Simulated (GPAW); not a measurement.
# Ni (Im-3m) in GPAW: settings compared

One crystal, Ni, is run at these levels: AM05, RPBE; tasks: hyperfine couplings.

Everything below comes from runs of GPAW 26.7.0. Logs are shortened: lines on timing, memory, paths and dates and some standing lists are left out, and cuts for length are marked. The log counts tension as positive stress, the text compression.

### 1 Starting point

The structure is cubic, space group Im-3m (No. 229). Conventional cell: a = 2.767 Å, b = 2.767 Å, c = 2.767 Å, α = 90.00°, β = 90.00°, γ = 90.00°. Ni (site symmetry m-3m) is surrounded by 8 Ni at 2.40 Å.

This isn't the form of Ni at room conditions, which is fcc.

### 2 Hyperfine couplings, AM05, collinear spin, ferromagnetic start

Contents of run.py:

```python
import numpy as np
from ase.dft.bandgap import bandgap
from ase.io import read, write
from ase.units import Bohr, GPa
from gpaw import GPAW, PW, setup_paths
from gpaw.elf import elf_from_dft_calculation
from gpaw.hyperfine import hyperfine_parameters

setup_paths.insert(0, '.')

atoms = read('POSCAR')
atoms.set_initial_magnetic_moments([1.0])

calc = GPAW(mode=PW(480),
            xc='AM05',
            kpts={'size': (13, 13, 13), 'gamma': True},
            occupations={'name': 'fermi-dirac', 'width': 0.05},
            nbands=15,
            convergence={'density': 1e-05, 'energy': 1e-05},
            mixer={'backend': 'pulay', 'beta': 0.02, 'nmaxold': 8, 'weight': 100.0},
            maxiter=50,
            txt='gpaw.txt')
atoms.calc = calc
energy = atoms.get_potential_energy()
forces = atoms.get_forces()
stress = atoms.get_stress()
calc.write('gs.gpw')
write('result.traj', atoms)
print(f'Energy: {energy:.6f} eV')
print('Forces (eV/A):')
print(forces.round(4))
print('Stress (GPa):', (stress / GPa).round(3))
print('Moments:', calc.get_magnetic_moments().round(3))
print('Fermi level:', round(calc.get_fermi_level(), 4), 'eV')
print(f'Gap: {bandgap(calc)[0]:.4f} eV, direct: {bandgap(calc, direct=True)[0]:.4f} eV')

mu_N = 3.15245125e-8  # eV/T
for core in (True, False):
    A = hyperfine_parameters(calc, exclude_core=not core)
    for a, A_vv in zip(atoms, A):
        iso = np.trace(A_vv) / 3
        dip = np.linalg.eigvalsh(A_vv - iso * np.eye(3))
        print('with core' if core else 'valence', a.symbol, f'contact field {iso / (2 * mu_N):.3f} T, dipolar',
              *(dip / (2 * mu_N)).round(3), 'T')

# fields on the real-space grid
write('density.cube', atoms, data=calc.get_pseudo_density() * Bohr**3)
write('potential.cube', atoms, data=calc.get_electrostatic_potential())
write('spin.cube', atoms, data=(calc.get_pseudo_density(spin=0) - calc.get_pseudo_density(spin=1)) * Bohr**3)
write('elf.cube', atoms, data=elf_from_dft_calculation(calc).data)
```

Contents of POSCAR:

```
Ni
1.0
   -1.3837154700      1.3837154700      1.3837154700
    1.3837154700     -1.3837154700      1.3837154700
    1.3837154700      1.3837154700     -1.3837154700
Ni
1
Direct
    0.0000000000      0.0000000000      0.0000000000
```

Potentials or basis: PAW data sets generated in the run's folder for this functional, pw.

The run is started by

```sh
gpaw-setup -f AM05 Ni
OMP_NUM_THREADS=1 python run.py
```

gpaw.txt:

```text
__  _  _
 | _ |_)|_||  |
 |__||  | ||/\| - 26.7.0

Input parameters:
  mode=PW(ecut=480.0),
  convergence={'density': 1e-05, 'energy': 1e-05},
  kpts=MonkhorstPack(size=(13, 13, 13), gamma=True),
  maxiter=50,
  mixer=Pulay(name='pulay', nmaxold=8, beta=0.02, weight=100.0, sigma=0.015, g_ss=None),
  nbands=15,
  occupations=Occupations(name='fermi-dirac', width=0.05),
  xc=XC(name='AM05')

Diagonalizing LCAO Hamiltonian
Converting LCAO to pw mode

       Ni

Atoms  # Å, Bohr magnetons
|   | symbol |        x |        y |        z |    initial magnetic moments |
|---|--------|----------|----------|----------|-----------------------------|
| 0 |     Ni | 0.000000 | 0.000000 | 0.000000 | ( 0.0000,  0.0000,  1.0000) |

Unit cell  # Å
| periodic |         x |         y |         z |  lengths |     angles |
|----------|-----------|-----------|-----------|----------|------------|
|      yes | -1.383715 |  1.383715 |  1.383715 | 2.396665 | 109.471221 |
|      yes |  1.383715 | -1.383715 |  1.383715 | 2.396665 | 109.471221 |
|      yes |  1.383715 |  1.383715 | -1.383715 | 2.396665 | 109.471221 |

Number of symmetries: 48
Symmetry operations  # r_c * U_cc + t_c -> r_c
|    | kind |            matrix            |
|----|------|------------------------------|
|  0 |  σ   |  1, 1, 1,  0, 0,-1,  0,-1, 0 |
|  1 |  C4  |  1, 1, 1,  0, 0,-1, -1, 0, 0 |
|  2 |  C2  |  1, 1, 1,  0,-1, 0,  0, 0,-1 |
|  3 |  S6  |  1, 1, 1,  0,-1, 0, -1, 0, 0 |
|  4 |  S6  |  1, 1, 1, -1, 0, 0,  0, 0,-1 |
|  5 |  C4  |  1, 1, 1, -1, 0, 0,  0,-1, 0 |
|  6 |  E   |  1, 0, 0,  0, 1, 0,  0, 0, 1 |
|  7 |  σ   |  1, 0, 0,  0, 1, 0, -1,-1,-1 |
|  8 |  σ   |  1, 0, 0,  0, 0, 1,  0, 1, 0 |
|  9 |  C3  |  1, 0, 0,  0, 0, 1, -1,-1,-1 |
| 10 |  C3  |  1, 0, 0, -1,-1,-1,  0, 1, 0 |
| 11 |  σ   |  1, 0, 0, -1,-1,-1,  0, 0, 1 |
| 12 |  σ   |  0, 1, 0,  1, 0, 0,  0, 0, 1 |
| 13 |  C2  |  0, 1, 0,  1, 0, 0, -1,-1,-1 |
| 14 |  C3  |  0, 1, 0,  0, 0, 1,  1, 0, 0 |
| 15 |  S4  |  0, 1, 0,  0, 0, 1, -1,-1,-1 |
| 16 |  S4  |  0, 1, 0, -1,-1,-1,  1, 0, 0 |
| 17 |  C3  |  0, 1, 0, -1,-1,-1,  0, 0, 1 |
| 18 |  C3  |  0, 0, 1,  1, 0, 0,  0, 1, 0 |
| 19 |  S4  |  0, 0, 1,  1, 0, 0, -1,-1,-1 |
| 20 |  σ   |  0, 0, 1,  0, 1, 0,  1, 0, 0 |
| 21 |  C3  |  0, 0, 1,  0, 1, 0, -1,-1,-1 |
| 22 |  C2  |  0, 0, 1, -1,-1,-1,  1, 0, 0 |
| 23 |  S4  |  0, 0, 1, -1,-1,-1,  0, 1, 0 |
| 24 |  C4  |  0, 0,-1,  1, 1, 1,  0,-1, 0 |
| 25 |  σ   |  0, 0,-1,  1, 1, 1, -1, 0, 0 |
| 26 |  S6  |  0, 0,-1,  0,-1, 0,  1, 1, 1 |
| 27 |  C2  |  0, 0,-1,  0,-1, 0, -1, 0, 0 |
| 28 |  C4  |  0, 0,-1, -1, 0, 0,  1, 1, 1 |
| 29 |  S6  |  0, 0,-1, -1, 0, 0,  0,-1, 0 |
| 30 |  S6  |  0,-1, 0,  1, 1, 1,  0, 0,-1 |
| 31 |  C4  |  0,-1, 0,  1, 1, 1, -1, 0, 0 |
| 32 |  C4  |  0,-1, 0,  0, 0,-1,  1, 1, 1 |
| 33 |  S6  |  0,-1, 0,  0, 0,-1, -1, 0, 0 |
| 34 |  σ   |  0,-1, 0, -1, 0, 0,  1, 1, 1 |
| 35 |  C2  |  0,-1, 0, -1, 0, 0,  0, 0,-1 |
| 36 |  C2  | -1, 0, 0,  1, 1, 1,  0, 0,-1 |
| 37 |  S6  | -1, 0, 0,  1, 1, 1,  0,-1, 0 |
| 38 |  S6  | -1, 0, 0,  0, 0,-1,  1, 1, 1 |
| 39 |  C2  | -1, 0, 0,  0, 0,-1,  0,-1, 0 |
| 40 |  C2  | -1, 0, 0,  0,-1, 0,  1, 1, 1 |
| 41 |  i   | -1, 0, 0,  0,-1, 0,  0, 0,-1 |
| 42 |  S4  | -1,-1,-1,  1, 0, 0,  0, 1, 0 |
| 43 |  C3  | -1,-1,-1,  1, 0, 0,  0, 0, 1 |
| 44 |  C3  | -1,-1,-1,  0, 1, 0,  1, 0, 0 |
| 45 |  σ   | -1,-1,-1,  0, 1, 0,  0, 0, 1 |
| 46 |  S4  | -1,-1,-1,  0, 0, 1,  1, 0, 0 |
| 47 |  C2  | -1,-1,-1,  0, 0, 1,  0, 1, 0 |

BZ-sampling:
  Number of BZ points: 2197
  Number of IBZ points: 84

  Monkhorst-Pack size: [13, 13, 13]
  Monkhorst-Pack shift: [0, 0, 0]

K-points  # in reciprocal-cell coordinates
|     |                                coordinates |     weight |
|-----|--------------------------------------------|------------|
|   0 | (  0.00000000,   0.00000000,   0.00000000) | 0.00045517 |
|   1 | (  0.07692308,   0.00000000,   0.00000000) | 0.00546199 |
|   2 | (  0.07692308,   0.07692308,  -0.07692308) | 0.00273100 |
|   3 | (  0.15384615,   0.00000000,  -0.07692308) | 0.01092399 |
|   4 | (  0.15384615,   0.00000000,   0.00000000) | 0.00546199 |
|   5 | (  0.15384615,   0.07692308,  -0.07692308) | 0.01092399 |
|   6 | (  0.15384615,   0.15384615,  -0.15384615) | 0.00273100 |
|   7 | (  0.23076923,  -0.07692308,  -0.07692308) | 0.00364133 |
|   8 | (  0.23076923,   0.00000000,  -0.07692308) | 0.02184797 |
|   9 | (  0.23076923,   0.00000000,   0.00000000) | 0.00546199 |
| ... |                                            |            |
|  83 | (  0.46153846,   0.46153846,   0.46153846) | 0.00364133 |

Plane wave coefficients: 261
Cutoff: 480.0 eV

Spin-components: 2 (collinear spins)
Bands:           15
Projectors:      6
Spin-degeneracy: 1
Datatype:        complex128

Parallelization:
  kpt:    1
  domain: 1
  band:   1

Density:
  Valence electrons: 16.0
  Components: 2
  Grid points: [14 14 14]
  Charge: 0.0  # |e|

Potential:
  Grid points: [14 14 14]

species:
  Ni:
    name:    Nickel
    Z:       28.0
    valence: 16
    core:    12
    charge:  0.0  # [|e|]
    compensation charges:
      type: gauss
      rc: 0.36  # [Å]
      lmax: 2
    cutoffs:
      filter: 2.14  # [Å]
      core: 1.98  # [Å]
    projectors
    | kind |    occ | energy [eV] | rcut [Å] |
    |------|--------|-------------|----------|
    |   4s |  2.000 |      -5.601 |    1.164 |
    |   3p |  6.000 |     -71.165 |    1.207 |
    |   4p |  0.000 |      -1.162 |    1.207 |
    |   3d |  8.000 |      -8.908 |    1.138 |
    |    s |        |      21.611 |    1.164 |
    |    d |        |      18.304 |    1.138 |

    Using partial waves for Ni as LCAO basis

Reference energy: -41304.825952  # eV

eigensolver:
  PPCG
  Converge bands: occupied
  niter=2

density mixing:
  Pulay-Mixer
  Linear mixing parameters: 0.02
  Old densities: 8
  Fourier metric: weight=100.0, sigma=0.015

occupation numbers:
  Fermi-Dirac:
    width: 0.0500  # eV

poisson solver:
  ecut: 3840.0  # eV

xc functional:
  name: AM05 with 2 nearest neighbor stencil

convergence criteria:
- Maximum integral of absolute [dens]ity change: 1e-05 electrons / valence electron
- Maximum [total energy] change in last 3 cyles: 1e-05 eV / valence electron
- Maximum integral of absolute [eigenst]ate change: 4e-08 eV^2 / valence electron
maximum number of iterations: 50

SCF iterations
|iter     | |      energy | eigst |  dens |  magmom |
|---------|-|-------------|-------|-------|---------|
|iter:   1| |   -7.505494 | +0.09 |       |  +1.0008|
|iter:   2| |   -7.509863 | -2.86 | -1.47 |  +0.9940|
|iter:   3| |   -7.585418 | -3.00 | -1.48 |  +0.8583|
|iter:   4| |   -7.630920 | -2.95 | -1.72 |  +0.7090|
|iter:   5| |   -7.635415 | -3.62 | -2.10 |  +0.6402|
|iter:   6| |   -7.635107 | -5.35 | -2.65 |  +0.6531|
|iter:   7| |   -7.635657 | -5.02 | -2.55 |  +0.6110|
|iter:   8| |   -7.635621 | -6.22 | -2.98 |  +0.6150|
|iter:   9| |   -7.635686c| -6.69 | -3.00 |  +0.6038|
|iter:  10| |   -7.635698c| -7.32 | -3.23 |  +0.6002|
|iter:  11| |   -7.635696c| -6.61 | -3.33 |  +0.5896|
|iter:  12| |   -7.635691c| -7.87c| -3.96 |  +0.5868|
|iter:  13| |   -7.635687c| -7.68c| -5.01c|  +0.5868|

Converged in 13 steps
Energy contributions relative to reference atoms: (reference = -41304.825952)

Energy contributions:
  Kinetic:           6.344468
  Coulomb:          -4.267962
  Zero:              0.088725
  External:          0.000000
  Xc:               -9.793187
  Entropy:          -0.015461
  Spinorbit:         0.000000
  ----------------------------
  Free energy:      -7.643417
  Extrapolated:     -7.635687

dipole moment: (-2.836544, -2.836544, -2.836544)  # |e|*Ang

Total magnetic moment: (0.000000, 0.000000, 0.586846)

Local magnetic moments
|        x |        y |        z |
|----------|----------|----------|
| 0.000000 | 0.000000 | 0.608842 |  # Ni   0

Fermi level: 8.570
Eigenvalues  # (at kpt = [0.000, 0.000, 0.000])
| band index |      eig [eV] | occ [0-1] |      eig [eV] | occ [0-1] |
|------------|---------------|-----------|---------------|-----------|
|          0 |       -54.911 |     1.000 |       -54.178 |     1.000 |
|          1 |       -54.911 |     1.000 |       -54.178 |     1.000 |
|          2 |       -54.911 |     1.000 |       -54.178 |     1.000 |
|          3 |        -0.700 |     1.000 |        -0.675 |     1.000 |
|          4 |         6.171 |     1.000 |         6.829 |     1.000 |
|          5 |         6.171 |     1.000 |         6.829 |     1.000 |
|          6 |         6.171 |     1.000 |         6.829 |     1.000 |
|          7 |         7.624 |     1.000 |         8.214 |     0.999 |
|          8 |         7.624 |     1.000 |         8.214 |     0.999 |
|          9 |        35.166 |     0.000 |        35.116 |     0.000 |
|         10 |        35.166 |     0.000 |        35.116 |     0.000 |
|         11 |        35.166 |     0.000 |        35.116 |     0.000 |
|         12 |        39.818 |     0.000 |        39.842 |     0.000 |
|         13 |        39.818 |     0.000 |        39.842 |     0.000 |
|         14 |        40.848 |     0.000 |        41.001 |     0.000 |

No gap
No difference between direct/indirect transitions

Forces  # eV/Ang
|       x |        y |        z |
|---------|----------|----------|
| 0.00000 | -0.00000 | -0.00000 |  # Ni   0

Stress tensor  # eV/Ang^3
|         x |         y |        z |
|-----------|-----------|----------|
|  0.008221 | -0.000000 | 0.000000 |
| -0.000000 |  0.008221 | 0.000000 |
|  0.000000 |  0.000000 | 0.008221 |

# Writing to gs.gpw (mode='')
```

Wall time 27 s (1 thread of Arm Neoverse V1, shared host); peak memory 0.14 GiB.

Results:

```
Free energy            : -7.6434 eV
Pressure               : -1.3 GPa
Band gap on the k mesh : none (metal or under the smearing width)
Net moment             : 0.59 μB per cell
Site moments           : Ni +0.61 μB
```

Levels at points of the mesh, in eV from the Fermi level:
Spin up:
```
           k point  band 5  band 6  band 7  band 8  band 9  band 10  band 11
(0.00, 0.00, 0.00)   -2.40   -2.40   -2.40   -0.95   -0.95    26.60    26.60
```
Spin down:
```tsv
k point	band 5	band 6	band 7	band 8	band 9	band 10	band 11
(0.00, 0.00, 0.00)	-1.74	-1.74	-1.74	-0.36	-0.36	26.55	26.55
```

Caveat: the cutoff is short for stress and forces, so pressures can be off by a GPa or more; the dipolar part lacks the spin inside other atoms' spheres; the stock nickel data set gives pressures a few GPa off other programs.

(Part 1 of 2 ends here.)
